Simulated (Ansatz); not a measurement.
Space group Cmmm (No. 65). a = 3.913 Å, b = 12.068 Å, c = 3.993 Å, α = 90.00°, β = 90.00°, γ = 90.00°
```
atom site symmetry x y z
  Ti    4i m2m  0.5000  0.8436  0.0000
  Al    2a mmm  0.0000  0.0000  0.0000
  Al    4j m2m  0.5000  0.6726  0.5000
  Al    2c mmm  0.5000  0.0000  0.5000
```

Equation of state of this TiAl$_{2}$ structure (not necessarily the ground state), with shape and atoms relaxed at each volume where symmetry leaves them free. It has no gap at any of these volumes. Theory: DFT r2SCAN, scalar-relativistic, plane waves, PAW in Ansatz 0.2.0.

Plane waves to 500 eV, a k mesh through Γ of 10×10×10 on the computed 6-atom cell and Gaussian smearing (0.10 eV); no spin polarisation.

| V (Å³/atom) | E − E(largest V) (meV/atom) | P (GPa) |
| --- | --- | --- |
| 14.771 | 4.10 | 8.21 |
| 15.242 | -13.39 | 3.80 |
| 15.714 | -18.82 | 0.00 |
| 16.185 | -13.88 | -3.27 |
| 16.657 | 0.00 | -6.08 |

**Question.** Fit a third-order Birch–Murnaghan equation to E(V).

**Answer.** V0 = 15.71 Å³/atom, B0 = 117 GPa, B0' = 4.0.